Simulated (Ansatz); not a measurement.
**Stability checks on a candidate for Mg5ZnO6**

It was reached by relaxing an invented guess, and it needn't be the stable form of this composition.

The calculation used Ansatz 0.2.0, DFT PBE, scalar-relativistic, plane waves, PAW. The final run on the 12-atom cell used 420 eV, a Γ-centred 8×8×2 mesh, 0.02 eV smearing and no spin polarisation.

```cif
data_structure
_symmetry_space_group_name_H-M 'P 1'
_symmetry_Int_Tables_number 1
_cell_length_a 3.0186
_cell_length_b 3.0186
_cell_length_c 12.7993
_cell_angle_alpha 90.000
_cell_angle_beta 90.000
_cell_angle_gamma 90.000
_cell_volume 116.63
loop_
_atom_site_label
_atom_site_type_symbol
_atom_site_fract_x
_atom_site_fract_y
_atom_site_fract_z
_atom_site_occupancy
Mg1 Mg 0.00000 0.00000 0.66558 1
Mg2 Mg 0.50000 0.50000 0.50000 1
Mg3 Mg 0.00000 0.00000 0.33442 1
Mg4 Mg 0.50000 0.50000 0.16681 1
Mg5 Mg 0.50000 0.50000 0.83319 1
Zn1 Zn 0.00000 0.00000 0.00000 1
O1 O 0.00000 0.00000 0.50000 1
O2 O 0.50000 0.50000 0.33402 1
O3 O 0.00000 0.00000 0.16910 1
O4 O 0.50000 0.50000 0.00000 1
O5 O 0.00000 0.00000 0.83090 1
O6 O 0.50000 0.50000 0.66598 1
```

The zero of energy is the elements' standard structures at the same level (O₂ as a molecule); no fitted shifts are applied.

Task: These tests were run: energy against the elements; random kick, then relaxation without symmetry; phonons on a 2×2×1 q mesh. What do they show?

Result:

```csv
test,result
energy against the elements,−2.451 eV/atom
"random kick, then relaxation without symmetry",returns
phonons on a 2×2×1 q mesh,no imaginary mode on the mesh
```

It fails none of these tests. Whether a mixture of other phases lies lower isn't tested here.

The kick test ran on a coarse mesh. The run for the phonons used an 8×8×2 k mesh.
